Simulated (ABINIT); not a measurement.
Runs of ABINIT 10.8.3 (patched build) on Ta. The structure is cubic, space group Im-3m (No. 229). The conventional cell has a = 3.303 Å, b = 3.303 Å, c = 3.303 Å, α = 90.00°, β = 90.00°, γ = 90.00°. Ta (site symmetry m-3m) has 8 Ta at 2.86 Å as nearest neighbours. 

```csv
task,level,potentials or basis,cell,k mesh,cutoff (eV),smearing,cell freedom (optcell),optimiser (ionmov),cutoff smearing ecutsm (Ha),force stop (Ha/bohr),stop of the response cycle (tolvrs),gap on the mesh (eV),pressure (GPa),relaxed volume (Å³/atom)
relaxation of cell and atoms,PBEsol,PseudoDojo NC SR PBEsol v0.4.1 standard,relaxed,8 × 8 × 8,789,fermi-dirac 0.05 eV,2,2,0.5,2e-05,-,none,0.0,(a)
single point,PBE,PseudoDojo NC SR PBE v0.4.1 standard,as given,8 × 8 × 8,707,fermi-dirac 0.05 eV,-,-,-,-,-,none,0.7,-
relaxation of cell and atoms,PBE,PseudoDojo NC SR PBE v0.4.1 standard,relaxed,8 × 8 × 8,789,fermi-dirac 0.05 eV,2,2,0.5,2e-05,-,none,0.0,18.10
phonon dispersion,PBE,PseudoDojo NC SR PBE v0.4.1 standard,as given,10 × 10 × 10,707,fermi-dirac 0.136 eV,-,-,-,-,1e-08,none,(b),-
single point,LDA,PseudoDojo NC SR LDA v0.4.1 standard,as given,8 × 8 × 8,707,fermi-dirac 0.05 eV,-,-,-,-,-,none,-12.2,-
```

Alike in all rows: no spin polarisation.

Question: Fill in the values left out.

Answer: (a) 17.52; (b) 3.8.

Caveats: the mesh is coarse for a metal's response (some runs); the cell is more than 3 GPa from zero pressure, which shifts response properties (some runs).

A k mesh can miss the band edges, and the runs leave out spin-orbit coupling on Ta.

A gap of «none» marks a metal or a gap under the smearing width.

Not every run made on this cell is shown here.
